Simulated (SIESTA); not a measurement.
The system is MnO2.

```
Mn O
1.0
     4.40042    0.00000    0.00000
     0.00000    4.40042    0.00000
     0.00000    0.00000    2.86708
Mn O
2 4
Cartesian
  2.2002 2.2002 1.4335
  0.0000 0.0000 0.0000
  3.5420 0.8585 1.4335
  3.0587 3.0587 0.0000
  0.8585 3.5420 1.4335
  1.3418 1.3418 0.0000
```

The cell is a database's computed one.

Base run:

| Quantity | Value |
| --- | --- |
| Program | SIESTA 5.4.2 |
| Functional | PBEsol |
| Potentials or basis | PseudoDojo 0.4 standard (PBEsol files) |
| Basis | DZP (energy shift 0.003 Ry; two zetas on semicore shells) |
| Grid cutoff | 800 Ry |
| Energy shift | 0.003 Ry |
| k mesh | 4 × 4 × 7 |
| Occupations | fermi-dirac, width 0.05 eV |
| Spin | collinear spin, ferromagnetic start |
| Starting moments | [4.0, 4.0, 0.0, 0.0, 0.0, 0.0] μB |

Its results: band gap on the k mesh none (metal or under the smearing width); pressure -0.3 GPa; net moment 5.94 μB per cell; site moments Mn +2.75; O +0.11 μB; largest force 0.006 eV/Å.

Problem. The run is repeated on the same cell with these changes: hubbard terms from none to Mn d U = 2 eV. What comes out?

Solution. Band gap on the k mesh none (metal or under the smearing width); pressure 2.9 GPa; net moment 6.01 μB per cell; site moments Mn +2.97; O +0.02 μB; largest force 0.019 eV/Å.

Caveats: short orbitals over semicore shells can move pressures by several GPa; the basis of atomic orbitals isn't converged, which shifts pressures, moduli and gaps; only a ferromagnetic start was run, and an antiferromagnetic order may lie lower in energy; semilocal functionals often make such compounds metallic where correlation or magnetic order opens a gap, which also shifts bond lengths (some runs).
